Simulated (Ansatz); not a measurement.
A run of Ansatz 0.2.0 is set up as follows.

File input:

```
crystal:
  lattice:
    - [0.0, -2.09836052, -2.09836052]
    - [0.0, 2.09836052, -2.09836052]
    - [4.19672105, 0.0, 0.0]
  atoms:
    - { symbol: Ge, position: [0.55540137, 0.49489068, 0.54849039] }
    - { symbol: Ge, position: [0.94459863, 0.00510932, 0.95150961] }
hamiltonian:
  xc: { exchange: pbe, correlation: pbe, exx: { coeff: 0.25, omega: 0.3 } }
  pseudopotentials: { kind: paw }
kpoints:
  mp_grid: { grid: [5, 5, 3] }
scf:
  occupations: { method: fermi_dirac, width: 0.05 }
output:
  forces: true
  stress: true
  eigenvalues: true
  write_density: true
  write_potential: true
  elf: true
  volumetric_format: npy
```

Predict the pressure.

7.1 GPa.

What does it give for the largest force?

1.417 eV/Å.

Forces on the atoms (eV/Å):
```
Ge  -1.313  0.421  0.330
Ge   1.313 -0.421 -0.330
```

Caveat: the k mesh is coarse (spacing up to 0.50 Å⁻¹), so the values aren't converged, least of all with exact exchange; the PAW data sets come from PBE, with cores solved anew for the run's functional, which leaves a small shift of forces and pressure; forces of over 1 eV/Å show positions far from the minimum, so gaps and moduli don't describe the material at rest; the thresholds are loose for stress.
